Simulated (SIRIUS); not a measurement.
Runs of SIRIUS 7.12.0 on Mo. The structure is cubic, space group Im-3m (No. 229). The conventional cell has a = 3.168 Å, b = 3.168 Å, c = 3.168 Å, α = 90.00°, β = 90.00°, γ = 90.00°. Mo (site symmetry m-3m) has 8 Mo at 2.74 Å as nearest neighbours. 

| task | level | potentials or basis | spin | cutoff (eV) | muffin tin radii | basis cutoff (gk_cutoff) | valence relativity | local orbitals (radial functions) | smallest sphere radius times basis cutoff | V0 of scaled cells (Å³/atom) | B0 (GPa) |
| --- | --- | --- | --- | --- | --- | --- | --- | --- | --- | --- | --- |
| equation of state | PBE | all-electron FP-LAPW, apw+lo standard | off | 169 | Mo 2.5 bohr | 3.52 1/bohr | iora | - | - | 15.77 | 261 |
| equation of state | PBE+D3(BJ) | all-electron FP-LAPW, apw+lo standard | off | 169 | Mo 2.5 bohr | 3.52 1/bohr | iora | - | - | 15.32 | 278 |
| equation of state | PBE+D4 | all-electron FP-LAPW, apw+lo standard | off | 169 | Mo 2.5 bohr | 3.52 1/bohr | iora | - | - | 15.42 | 275 |
| equation of state | LDA | all-electron FP-LAPW, apw+lo standard | off | 169 | Mo 2.5 bohr | 3.52 1/bohr | iora | Mo 13 | 8.8 | 15.05 | 295 |
| equation of state | PBE+D3 | all-electron FP-LAPW, apw+lo standard | off | 169 | Mo 2.5 bohr | 3.52 1/bohr | iora | - | - | 15.35 | (c) |
| equation of state | AM05 | all-electron FP-LAPW, apw+lo standard | off | 169 | Mo 2.5 bohr | 3.52 1/bohr | iora | Mo 13 | 8.8 | 15.23 | (a) |
| equation of state | BLYP | all-electron FP-LAPW, apw+lo standard | off | 169 | Mo 2.5 bohr | 3.52 1/bohr | iora | Mo 13 | 8.8 | (b) | 236 |
| equation of state | WC | all-electron FP-LAPW, apw+lo standard | off | 169 | Mo 2.5 bohr | 3.52 1/bohr | iora | Mo 13 | 8.8 | 15.40 | 280 |
| equation of state | PBEsol | all-electron FP-LAPW, apw+lo standard | off | 169 | Mo 2.5 bohr | 3.52 1/bohr | iora | Mo 13 | 8.8 | 15.31 | 282 |

Alike in all rows: cell as given; k mesh 12 × 12 × 12; smearing fermi-dirac 0.05 eV.

Question: Fill in the values left out.

Answer: (a) 283; (b) 16.40; (c) 279.

Not every run made on this cell is shown here.
